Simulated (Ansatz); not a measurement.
# C: the cost of one run

Computed with Ansatz 0.2.0 (DFT PBE+D3(BJ), scalar-relativistic, plane waves, PAW, unless a step's input says otherwise).

17 further runs of the same task are left out: 17 set aside as unsound or not needed. Runs told in other sessions of the task aren't counted.

### Step 1. The starting structure

The structure is trigonal, space group P-3m1 (No. 164). The conventional cell has a = 2.465 Å, b = 2.465 Å, c = 24.131 Å, α = 90.00°, β = 90.00°, γ = 120.00°. Around C (site symmetry 3m) lie 3 C at 1.42 Å.

Structure file:

```
CELL_PARAMETERS angstrom
2.46531 0.00000 0.00000
-1.23265 2.13502 0.00000
0.00000 0.00000 24.13142
ATOMIC_POSITIONS crystal
C 0.00000 0.00000 0.57052
C 0.00000 0.00000 0.42948
C 0.33333 0.66667 0.42946
C 0.66667 0.33333 0.57054
```

It goes back to an entry of the Materials Project, which need not be the stable form.

This cell was relaxed beforehand with the same method: volume 31.75 Å³/atom, gap on the mesh none (metal).

### Step 2. What is varied

The energy is mapped over the lattice constants a and c of the conventional cell.

The axes are (1) lattice constant a (and b): 7 values from 2.391 to 2.539 Å; (2) lattice constant c: 7 values from 21.96 to 26.30 Å.

Nothing else is relaxed (fractional coordinates fixed). Energies count from the relaxed crystal. Points are written as (first, second).

### Step 3. Grid point (2.441 Å, 21.96 Å)

Input file input.yaml:

```yaml
crystal:
  lattice:
    - [2.4407, 0.0, 0.0]
    - [-1.22035, 2.113708203, 0.0]
    - [0.0, 0.0, 21.9596]
  atoms:
    - { symbol: C, position: [0.0, 0.0, 0.5705184907] }
    - { symbol: C, position: [0.0, 0.0, 0.4294815093] }
    - { symbol: C, position: [0.3333333333, 0.6666666667, 0.4294635552] }
    - { symbol: C, position: [0.6666666667, 0.3333333333, 0.5705364448] }
basis:
  ecutwfc: 520.0
kpoints:
  mp_grid: { grid: [18, 18, 2] }
hamiltonian:
  xc: pbe
  pseudopotentials: { kind: paw, azcp: { folder: soft_1 } }
  dispersion: d3bj
scf:
  occupations: { method: gaussian, width: 0.15 }
output:
  forces: true
  stress: true
  eigenvalues: true
```

Command:

```sh
$ ansatz run input.yaml --threads 2 --pin off --max-ram 4096MiB --backend cpu --events-out ev --progress --plain --runs-dir out
```

Q: Estimate wall time and peak memory on 2 threads of Arm Neoverse N1, shared host.

About 9.1 s, with a peak of 0.43 GiB.
